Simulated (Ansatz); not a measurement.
The system is Cr.

```xyz
2
Lattice="2.7140 0.0000 0.0000 -1.3570 2.3504 0.0000 0.0000 0.0000 4.4100" Properties=species:S:1:pos:R:3 pbc="T T T"
Cr    1.3570    0.7835    3.3075
Cr    0.0000    1.5669    1.1025
```

This isn't the form of Cr at room conditions, which is bcc.

Base run:

| Quantity | Value |
| --- | --- |
| Program | Ansatz 0.2.0 |
| Functional | PBE |
| Potentials or basis | all-electron LAPW, scalar-relativistic |
| Cutoff | 255 eV (chosen from the basis error) |
| Basis error allowed | 0.001 eV/atom |
| k mesh | 11 × 11 × 6 |
| Occupations | fermi-dirac, width 0.05 eV |
| Spin | collinear spin, ferromagnetic start |
| Starting moments | [3.0, 3.0] μB |

Its results: band gap on the k mesh none (metal or under the smearing width); pressure -25.5 GPa; net moment 1.73 μB per cell; site moments Cr +0.83 μB.

Problem. The run is repeated on the same cell with these changes: functional from PBE to LDA; occupations from fermi-dirac, width 0.05 eV to gaussian, width 0.02 eV. What comes out?

Solution. Band gap on the k mesh none (metal or under the smearing width); pressure -37.6 GPa; net moment 1.54 μB per cell; site moments Cr +0.74 μB.

Caveats: so large a pressure means that the cell lies far from this level's equilibrium, or that cutoff or potentials fall short (some runs); a pressure of tens of GPa on the cell as given is suspect, and the run, the potentials or the cell itself is likely at fault (some runs).
